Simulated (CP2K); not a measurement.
Si:

```
Si
1.0
     2.53211    0.00000    0.00000
     0.00000    2.53211    0.00000
     0.00000    0.00000    2.53211
Si
1
Direct
  0.50000 0.50000 0.50000
```

The cell was built by a generator and needn't be a form met in nature.

Base run:

* Program: CP2K 2026.2
* Functional: PBE
* Potentials or basis: POTENTIAL_UZH Si GTH-PBE-q4; TZV2P-MOLOPT-PBE-GTH basis
* Density cutoff: 6123 eV
* k mesh: 10 × 10 × 10
* Occupations: fermi-dirac, width 0.05 eV
* Spin: no spin polarisation

Its results: band gap on the k mesh none (metal or under the smearing width); pressure -0.7 GPa.

Task: After a change of settings the same cell gave: band gap on the k mesh none (metal or under the smearing width); pressure 3.4 GPa. Which change was it?
A. potentials or basis from POTENTIAL_UZH Si GTH-PBE-q4; TZV2P-MOLOPT-PBE-GTH basis to POTENTIAL_UZH Si GTH-PBE-q4; TZVP-MOLOPT-PBE-GTH basis; basis sets from Si TZV2P-MOLOPT-PBE-GTH-q4 to Si TZVP-MOLOPT-PBE-GTH-q4
B. potentials or basis from POTENTIAL_UZH Si GTH-PBE-q4; TZV2P-MOLOPT-PBE-GTH basis to POTENTIAL_UZH Si GTH-PBE-q4; ccGRB-D basis; basis sets from Si TZV2P-MOLOPT-PBE-GTH-q4 to Si ccGRB-D-q4
C. potentials or basis from POTENTIAL_UZH Si GTH-PBE-q4; TZV2P-MOLOPT-PBE-GTH basis to POTENTIAL_UZH Si GTH-PBE-q4; DZVP-MOLOPT-PBE-GTH basis; basis sets from Si TZV2P-MOLOPT-PBE-GTH-q4 to Si DZVP-MOLOPT-PBE-GTH-q4

Result: B.

Caveats: the basis of atomic orbitals isn't converged, which shifts pressures, moduli and gaps.
